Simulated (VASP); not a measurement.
**SiNi under changes of volume**

One of the cells (11.647 Å³/atom); the others are scaled copies at fixed shape and fractional positions:

```xyz
8
Lattice="4.5335 0.0000 0.0000 0.0000 4.5335 0.0000 0.0000 0.0000 4.5335" Properties=species:S:1:pos:R:3 pbc="T T T"
Ni    0.6778    0.6778    0.6778
Ni    2.9445    1.5890    3.8557
Ni    3.8557    2.9445    1.5890
Ni    1.5890    3.8557    2.9445
Si    3.8391    3.8391    3.8391
Si    1.5724    2.9612    0.6944
Si    0.6944    1.5724    2.9612
Si    2.9612    0.6944    1.5724
```

The cell is a database's computed one.

```yaml
Program: VASP 6.6.1
Functional: PBEsol
Potentials_or_basis: VASP PAW PBE potentials, release 64 (Ni, Si)
Cutoff: 520 eV
k_mesh: 6 × 6 × 6
Occupations: fermi-dirac, width 0.05 eV
Spin: collinear spin, ferromagnetic start
Starting_moments: "[1.0, 1.0, 1.0, 1.0, 0.0, 0.0, 0.0, 0.0] μB"
```

```csv
volume (Å³/atom),energy over the lowest point (meV/atom),pressure (GPa),largest force (eV/Å)
10.734,10.72,8.5,0.007
10.962,2.12,3.7,0.017
11.190,0.00,-0.6,0.027
11.647,12.41,-7.8,0.050
11.875,25.73,-10.8,0.059
12.104,?,?,?
```

Task: What does the run at 12.104 Å³/atom give?

Result: Energy over the lowest point 43.07 meV/atom; pressure -13.4 GPa; largest force 0.068 eV/Å.

Worked out: A Birch-Murnaghan fit of order 3 (a polynomial in V^(-2/3)) to the other rows has its minimum at 11.16 Å³/atom with B0 = V·E''(V) = 201 GPa and B' = 4.7 at fixed shape and positions, which overstates the stiffness. It gives 43.18 meV/atom at 12.104 Å³/atom, against the run's 43.07, and -dE/dV = -13.5 GPa, against -13.4.

Energies are extrapolated to zero smearing.

Caveats: the PAW data sets were made with another functional, which shifts forces and pressure a little.
